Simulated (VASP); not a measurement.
A run of VASP 6.6.1 is set up as follows.

INCAR

```
SYSTEM = SnGe7
PREC     = Accurate       ! precision mode
ENCUT    = 600            ! plane-wave cutoff, eV
EDIFF    = 1E-6           ! SCF threshold, eV
ISMEAR   = 0              ! smearing method
SIGMA    = 0.03           ! smearing width, eV
LREAL    = .False.        ! projectors in reciprocal space
LASPH    = .True.         ! aspherical terms in the spheres
NELM     = 80             ! most SCF steps
ALGO     = Normal         ! electronic algorithm
ISIF     = 3              ! what is computed and relaxed
LWAVE    = .False.        ! write WAVECAR
LCHARG   = .False.        ! write CHGCAR
GGA      = PS             ! functional
IBRION   = 2              ! ionic algorithm
NSW      = 90             ! ionic steps
EDIFFG   = -0.01          ! ionic threshold
KPAR     = 2
```

File KPOINTS:

```
regular mesh
0
Gamma
  6 6 6
  0 0 0
```

File POSCAR:

```
SnGe7
1.0
    5.7589282000      0.0000000000      0.0000000000
    0.0000000000     -5.7589282000      0.0000000000
    0.0000000000      0.0000000000     -5.7589282000
Sn Ge
1 7
Direct
    0.0000000000      0.5000000000      0.5000000000
    0.5000000000      0.0000000000      0.5000000000
    0.5000000000      0.5000000000      0.0000000000
    0.0000000000      0.0000000000      0.0000000000
    0.2500000000      0.2500000000      0.2500000000
    0.7500000000      0.7500000000      0.2500000000
    0.7500000000      0.2500000000      0.7500000000
    0.2500000000      0.7500000000      0.7500000000
```

Potentials or basis: VASP PAW PBE potentials, release 64 (Sn_d, Ge_d).

The run is started by

```console
$ cat potpaw_PBE.64/Sn_d/POTCAR potpaw_PBE.64/Ge_d/POTCAR > POTCAR
$ mpirun -np 2 vasp_std > vasp.out
```

(1) What does it give for the relaxed volume?

(2) What does it give for the relaxed cell?

(3) Predict the space group after relaxing (to 0.05 Å).

(4) Predict the band gap on the k mesh.

Answers

(1) 24.25 Å³/atom.

(2) a = 5.789 Å, b = 5.789 Å, c = 5.789 Å, α = 90.00°, β = 90.00°, γ = 90.00°.

(3) P-43m (No. 215).

(4) none (metal or under the smearing width).

Caveat: the PAW data sets were made with another functional, which shifts forces and pressure a little.
